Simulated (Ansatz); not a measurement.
Results of HSE06 (Ansatz, a quantum-chemistry and plane-wave program, PAW) for zinc-blende ZnTe.

Numerical settings: plane-wave cutoff 460 eV, 8×8×8 k mesh, Fermi–Dirac smearing 0.01 eV, scalar-relativistic PAW data made under PBE.

The volume scan:

```json
[
 {"V (Å³/atom)": "27.572", "E − E_lowest (meV/atom)": "11.62", "P (GPa)": "2.716"},
 {"V (Å³/atom)": "28.297", "E − E_lowest (meV/atom)": "2.69", "P (GPa)": "1.255"},
 {"V (Å³/atom)": "28.901", "E − E_lowest (meV/atom)": "0.00", "P (GPa)": "0.184"},
 {"V (Å³/atom)": "29.748", "E − E_lowest (meV/atom)": "2.57", "P (GPa)": "-1.127"},
 {"V (Å³/atom)": "30.474", "E − E_lowest (meV/atom)": "9.90", "P (GPa)": "-2.096"}
]
```

Problem. Estimate the bulk modulus and its pressure derivative from these points.

Solution. V0 = 29.014 Å³/atom, B0 = 47.6 GPa, B′ = 4.5 (fit to the energies at full precision).

Measured, for comparison: bulk modulus 51 ± 3 GPa (room temperature, not corrected to a static lattice; as tabulated in Determination of phase transition pressures of ZnTe under quasihydrostatic …); equilibrium volume per atom 28.42 Å³/atom (room temperature, not corrected to a static lattice; as tabulated in Albrecht et al. (1997), arXiv:cond-mat/9706128). Computed less measured: bulk modulus -7 %, equilibrium volume per atom +2.1 %.

Spin–orbit coupling is not included.

Computed values are for the static lattice.
